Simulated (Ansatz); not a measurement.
**Ti3Si: under pressure**

The task here is to estimate one member of a computed series from the others.

Method: DFT r2SCAN, scalar-relativistic, plane waves, PAW, in Ansatz 0.2.0.

## Starting point

It takes space group P6_3/mmc (No. 194, hexagonal). The conventional cell has a = 5.631 Å, b = 5.631 Å, c = 4.505 Å, α = 90.00°, β = 90.00°, γ = 120.00°. Ti (site symmetry mm2) has 8 Ti at 2.73 to 2.90 Å and 4 Si at 2.75 to 2.82 Å as nearest neighbours. Si (site symmetry -6m2) is surrounded by 12 Ti at 2.75 to 2.82 Å.

Coordinates:

```xyz
8
Lattice="5.6313 0.0000 0.0000 -2.8157 4.8769 0.0000 0.0000 0.0000 4.5055" Properties=species:S:1:pos:R:3 pbc="T T T"
Ti    1.4512    0.8378    3.3791
Ti    4.1801    0.8378    3.3791
Ti    2.8157    3.2012    3.3791
Ti    1.3645    4.0390    1.1264
Ti   -1.3645    4.0390    1.1264
Ti    0.0000    1.6757    1.1264
Si    0.0000    3.2512    3.3791
Si    2.8157    1.6256    1.1264
```

Source of the structure: the Materials Project (structure only).

Set-up of the first run:

(A quick probe on a coarse mesh, which set the mesh and smearing, is not shown.)

Contents of input.yaml:

```yaml
crystal:
  lattice:
    - [5.6313135898, 0.0, 0.0]
    - [-2.8156567949, 4.8768606255, 0.0]
    - [0.0, 0.0, 4.50545247]
  atoms:
    - { symbol: Ti, position: [0.34359996, 0.17179998, 0.75] }
    - { symbol: Ti, position: [0.82820002, 0.17179998, 0.75] }
    - { symbol: Ti, position: [0.82820002, 0.65640004, 0.75] }
    - { symbol: Ti, position: [0.65640004, 0.82820002, 0.25] }
    - { symbol: Ti, position: [0.17179998, 0.82820002, 0.25] }
    - { symbol: Ti, position: [0.17179998, 0.34359996, 0.25] }
    - { symbol: Si, position: [0.33333333, 0.66666667, 0.75] }
    - { symbol: Si, position: [0.66666667, 0.33333333, 0.25] }
basis:
  ecutwfc: 500
kpoints:
  mp_grid: { grid: [6, 6, 8] }
hamiltonian:
  xc: r2scan
scf:
  occupations: { method: gaussian, width: 0.1 }
output:
  forces: true
  stress: true
  eigenvalues: true
relax:
  adjacent_minimum: "off"
  f_tol: 0.005
  max_steps: 80
  cell: { stress_tol: 0.05 }
```

Command:

```
ansatz run input.yaml --threads 2 --pin off --max-ram 5120MiB --backend cpu --events-out ev --progress --plain --runs-dir out
```

Steps of the session up to this table: Full relaxation; Relaxing at -2 GPa; 2 GPa; Target pressure 5 GPa; Relaxing at 10 GPa; Target pressure 20 GPa.

One table of the session follows, with a row left open; its other results are not shown here.

Lengths are those of the vectors of the cell that was run:

```
P (GPa)  V (Å³/atom)  a (Å)  b (Å)  c (Å)  ΔH (eV/atom)
     -2        15.67  5.656  5.656  4.525        -0.194
      0        15.45  5.629  5.629  4.504         0.000
      2        15.24  5.603  5.603  4.484         0.191
      5            ?      ?      ?      ?             ?
     10        14.52  5.511  5.511  4.416         0.934
     20        13.80  5.414  5.414  4.348         1.817
```

**Question.** Estimate the row for P (GPa) = 5.

Worked estimate for «V (Å³/atom)». A straight line through the neighbours (2, 15.24) and (10, 14.52) gives 15.24 + (14.52 − 15.24) × (5 − 2) / (10 − 2) = 14.97; a parabola fitted to 4 rows on both sides gives 14.96.

The run gave: V (Å³/atom): 14.95; a (Å): 5.566; b (Å): 5.566; c (Å): 4.457; ΔH (eV/atom): 0.474. In «V (Å³/atom)» the line misses by +0.02 and the parabola by +0.01.

ΔH is E + PV over the energy at zero pressure; a, b and c are the vectors of the computed cell. 

To keep in mind: Other structures may take over in this range; these runs cannot find them.
